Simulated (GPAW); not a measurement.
# Si (R-3) in GPAW: a series of runs, part 2 of 2

GPAW 26.7.0. The steps go on from the part before.

### Step 3. Equation of state, LDA

The input, run.py:

```python
from ase import Atoms
from ase.eos import EquationOfState
from ase.io import Trajectory
from ase.units import GPa
from gpaw import GPAW, PW

atoms = Atoms(['Si', 'Si', 'Si', 'Si', 'Si', 'Si', 'Si', 'Si'],
              cell=[[4.7132352766, 2.7211876557, 1.8839989006],
                    [-4.7132352766, 2.7211876557, 1.8839989006],
                    [0.0, -5.4423753114, 1.8839989006]],
              scaled_positions=[[0.5187605, 0.01710242, 0.71491061],
                                [0.28715485, 0.28715485, 0.28715485],
                                [0.71491061, 0.5187605, 0.01710242],
                                [0.4812395, 0.98289758, 0.28508939],
                                [0.28508939, 0.4812395, 0.98289758],
                                [0.71284515, 0.71284515, 0.71284515],
                                [0.98289758, 0.28508939, 0.4812395],
                                [0.01710242, 0.71491061, 0.5187605]],
              pbc=True)

traj = Trajectory('eos.traj', 'w')
volumes, energies = [], []
for x in [0.94, 0.96, 0.98, 1.0, 1.02, 1.04, 1.06]:
    a = atoms.copy()
    a.set_cell(atoms.cell * x**(1 / 3), scale_atoms=True)
    calc = GPAW(mode=PW(600),
                xc='LDA',
                kpts={'size': (4, 4, 4), 'gamma': True},
                occupations={'name': 'fermi-dirac', 'width': 0.05},
                nbands=32,
                convergence={'density': 1e-05, 'energy': 1e-05},
                maxiter=150,
                txt=f'eos-{x:.2f}.txt')
    a.calc = calc
    energies.append(a.get_potential_energy(force_consistent=True))
    volumes.append(a.get_volume())
    p = -a.get_stress()[:3].mean() / GPa
    calc.write(f'eos-{x:.2f}.gpw')
    traj.write(a)
    print(f'{x:.2f} {volumes[-1]:10.4f} A^3 {energies[-1]:14.6f} eV {p:9.3f} GPa', flush=True)

v0, e0, B = EquationOfState(volumes, energies, eos='birchmurnaghan').fit()
print(f'V0 = {v0:.4f} A^3, E0 = {e0:.6f} eV, B0 = {B / GPa:.2f} GPa')
```

Potentials or basis: the program's PAW data sets (release 1.2.1) made for this functional, pw.

The run is started by

```bash
> OMP_NUM_THREADS=1 python run.py
```

The log of the run:

```text
__  _  _
 | _ |_)|_||  |
 |__||  | ||/\| - 26.7.0

Input parameters:
  mode=PW(ecut=600.0),
  convergence={'density': 1e-05, 'energy': 1e-05},
  kpts=MonkhorstPack(size=(4, 4, 4), gamma=True),
  maxiter=150,
  nbands=32,
  occupations=Occupations(name='fermi-dirac', width=0.05),
  xc=XC(name='LDA')

Diagonalizing LCAO Hamiltonian
Converting LCAO to pw mode

             Si
                 Si  Si   Si

        Si   Si  Si
                     Si

Atoms  # Å, Bohr magnetons
|   | symbol |         x |         y |        z |    initial magnetic moments |
|---|--------|-----------|-----------|----------|-----------------------------|
| 0 |     Si |  2.332477 | -2.399751 | 2.324608 | ( 0.0000,  0.0000,  0.0000) |
| 1 |     Si |  0.000000 | -0.000000 | 1.601063 | ( 0.0000,  0.0000,  0.0000) |
| 2 |     Si |  0.912007 |  3.219860 | 2.324608 | ( 0.0000,  0.0000,  0.0000) |
| 3 |     Si | -2.332477 |  2.399751 | 3.251001 | ( 0.0000,  0.0000,  0.0000) |
| 4 |     Si | -0.912007 | -3.219860 | 3.251001 | ( 0.0000,  0.0000,  0.0000) |
| 5 |     Si |  0.000000 |  0.000000 | 3.974546 | ( 0.0000,  0.0000,  0.0000) |
| 6 |     Si |  3.244484 |  0.820109 | 3.251001 | ( 0.0000,  0.0000,  0.0000) |
| 7 |     Si | -3.244484 | -0.820109 | 2.324608 | ( 0.0000,  0.0000,  0.0000) |

Unit cell  # Å
| periodic |         x |         y |        z |  lengths |     angles |
|----------|-----------|-----------|----------|----------|------------|
|      yes |  4.649535 |  2.684410 | 1.858536 | 5.681408 | 109.845369 |
|      yes | -4.649535 |  2.684410 | 1.858536 | 5.681408 | 109.845369 |
|      yes |  0.000000 | -5.368821 | 1.858536 | 5.681408 | 109.845369 |

Number of symmetries: 6
Symmetry operations  # r_c * U_cc + t_c -> r_c
|   | kind |            matrix            |
|---|------|------------------------------|
| 0 |  E   |  1, 0, 0,  0, 1, 0,  0, 0, 1 |
| 1 |  C3  |  0, 1, 0,  0, 0, 1,  1, 0, 0 |
| 2 |  C3  |  0, 0, 1,  1, 0, 0,  0, 1, 0 |
| 3 |  S6  |  0, 0,-1, -1, 0, 0,  0,-1, 0 |
| 4 |  S6  |  0,-1, 0,  0, 0,-1, -1, 0, 0 |
| 5 |  i   | -1, 0, 0,  0,-1, 0,  0, 0,-1 |

BZ-sampling:
  Number of BZ points: 64
  Number of IBZ points: 14

  Monkhorst-Pack size: [4, 4, 4]
  Monkhorst-Pack shift: [0.125, 0.125, 0.125]

K-points  # in reciprocal-cell coordinates
|     |                                coordinates |     weight |
|-----|--------------------------------------------|------------|
|   0 | (  0.00000000,   0.00000000,   0.00000000) | 0.01562500 |
|   1 | (  0.25000000,   0.00000000,  -0.25000000) | 0.09375000 |
|   2 | (  0.25000000,   0.00000000,   0.00000000) | 0.09375000 |
|   3 | (  0.25000000,   0.25000000,  -0.25000000) | 0.09375000 |
|   4 | (  0.25000000,   0.25000000,   0.00000000) | 0.09375000 |
|   5 | (  0.25000000,   0.25000000,   0.25000000) | 0.03125000 |
|   6 | (  0.50000000,   0.00000000,   0.00000000) | 0.04687500 |
|   7 | (  0.50000000,   0.00000000,   0.25000000) | 0.09375000 |
|   8 | (  0.50000000,   0.25000000,  -0.25000000) | 0.09375000 |
|   9 | (  0.50000000,   0.25000000,   0.00000000) | 0.09375000 |
| ... |                                            |            |
|  13 | (  0.50000000,   0.50000000,   0.50000000) | 0.01562500 |

Plane wave coefficients: 4663
Cutoff: 600.0 eV

Spin-components: 1 (collinear spins)
Bands:           32
Projectors:      40
Spin-degeneracy: 2
Datatype:        complex128

Parallelization:
  kpt:    1
  domain: 1
  band:   1

Density:
  Valence electrons: 32.0
  Components: 1
  Grid points: [35 35 35]
  Charge: 0.0  # |e|

Potential:
  Grid points: [35 35 35]

species:
  Si:
    name:    Silicon
    Z:       14.0
    valence: 4
    core:    10
    charge:  0.0  # [|e|]
    compensation charges:
      type: gauss
      rc: 0.33  # [Å]
      lmax: 2
    cutoffs:
      filter: 1.86  # [Å]
      core: 2.06  # [Å]
    projectors
    | kind |    occ | energy [eV] | rcut [Å] |
    |------|--------|-------------|----------|
    |   3s |  2.000 |     -10.878 |    1.058 |
    |   3p |  2.000 |      -4.162 |    1.058 |
    |    s |        |      16.334 |    1.058 |
    |    p |        |      23.049 |    1.058 |
    |    d |        |       0.000 |    1.058 |

    Using partial waves for Si as LCAO basis

Reference energy: -62869.705464  # eV

eigensolver:
  PPCG
  Converge bands: occupied
  niter=2

density mixing:
  MSR1-Mixer
  Pratt-step length: 0.05
  Maximum mixing coefficient: 0.75
  Old densities: 10
  SVD Regularization: 0.005
  Good broyden scale: 1.0
  Trust region scale: 1.0
  Backstep threshold: 4.0
  History deletion threshold: 6.0
  Fourier metric: weight=20.0, sigma=0.015

occupation numbers:
  Fermi-Dirac:
    width: 0.0500  # eV

poisson solver:
  ecut: 4800.0  # eV

xc functional:
  name: None

convergence criteria:
- Maximum integral of absolute [dens]ity change: 1e-05 electrons / valence electron
- Maximum [total energy] change in last 3 cyles: 1e-05 eV / valence electron
- Maximum integral of absolute [eigenst]ate change: 4e-08 eV^2 / valence electron
maximum number of iterations: 150

SCF iterations
|iter     | |      energy | eigst |  dens |
|---------|-|-------------|-------|-------|
|iter:   1| |  -47.179857 | -0.09 |       |
|iter:   2| |  -47.078567 | -2.76 | -0.83 |
|iter:   3| |  -46.569225 | -2.00 | -0.86 |
|iter:   4| |  -46.564211 | -3.37 | -1.51 |
|iter:   5| |  -46.563232 | -4.27 | -2.09 |
|iter:   6| |  -46.563199 | -5.79 | -2.68 |
|iter:   7| |  -46.563203c| -7.07 | -3.27 |
|iter:   8| |  -46.563203c| -8.00c| -3.88 |
|iter:   9| |  -46.563203c| -7.83c| -4.25 |
|iter:  10| |  -46.563203c| -8.81c| -5.52c|

Converged in 10 steps
Energy contributions relative to reference atoms: (reference = -62869.705464)

Energy contributions:
  Kinetic:          69.301015
  Coulomb:         -57.809090
  Zero:             -0.105904
  External:          0.000000
  Xc:              -57.947598
  Entropy:          -0.003251
  Spinorbit:         0.000000
  ----------------------------
  Free energy:     -46.564828
  Extrapolated:    -46.563203

dipole moment: (-0.000000, 0.000000, -0.000031)  # |e|*Ang

Fermi level: 6.742
Eigenvalues  # (at kpt = [0.000, 0.000, 0.000])
| band index |      eig [eV] | occ [0-2] |
|------------|---------------|-----------|
|          0 |        -6.236 |     2.000 |
|        ... |               |           |
|          8 |         1.748 |     2.000 |
|          9 |         1.748 |     2.000 |
|         10 |         2.291 |     2.000 |
|         11 |         2.605 |     2.000 |
|         12 |         2.605 |     2.000 |
|         13 |         5.424 |     2.000 |
[... 8 lines left out ...]
|         22 |        11.750 |     0.000 |
|         23 |        11.750 |     0.000 |
|        ... |               |           |
|         31 |        14.705 |     0.000 |

No gap
No difference between direct/indirect transitions

Stress tensor  # eV/Ang^3
|         x |         y |         z |
|-----------|-----------|-----------|
| -0.009485 |  0.000000 | -0.000000 |
|  0.000000 | -0.009485 |  0.000000 |
| -0.000000 |  0.000000 | -0.014279 |

# Writing to eos-0.96.gpw (mode='')
```

eos-0.94.txt:

```text
SCF iterations
|iter     | |      energy | eigst |  dens |
|---------|-|-------------|-------|-------|
|iter:   1| |  -47.158457 | -0.08 |       |
|iter:   2| |  -47.050526 | -2.77 | -0.83 |
|iter:   3| |  -46.514248 | -1.98 | -0.86 |
|iter:   4| |  -46.509687 | -3.34 | -1.51 |
|iter:   5| |  -46.508787 | -4.26 | -2.08 |
|iter:   6| |  -46.508749 | -5.77 | -2.68 |
[... 43 lines left out ...]
|         23 |        12.041 |     0.000 |
|        ... |               |           |
|         31 |        15.050 |     0.000 |

No gap
No difference between direct/indirect transitions

Stress tensor  # eV/Ang^3
|         x |         y |         z |
|-----------|-----------|-----------|
| -0.025108 | -0.000000 |  0.000000 |
|  0.000000 | -0.025108 |  0.000000 |
|  0.000000 |  0.000000 | -0.029945 |

# Writing to eos-0.94.gpw (mode='')
```

It took 6.3 min on 1 thread of Intel Xeon Platinum 8259CL at 2.50GHz (Skylake/Cascade Lake), shared host; peak memory 0.44 GiB.

What came out:

- Equilibrium volume: 17.68 Å³/atom
- Bulk modulus at fixed shape and positions: 106 GPa
- Pressure derivative of the bulk modulus: 4.4

Energy against volume, from the lowest point:
```csv
volume (Å³/atom),energy (meV/atom)
17.035,8.25
17.398,1.44
17.760,0.00
18.123,3.37
18.485,11.05
18.847,22.59
19.210,37.58
```

Caveat: the cell was scaled at fixed shape and fractional positions, which overstates the stiffness of a crystal with free parameters, most of all of layers and chains.
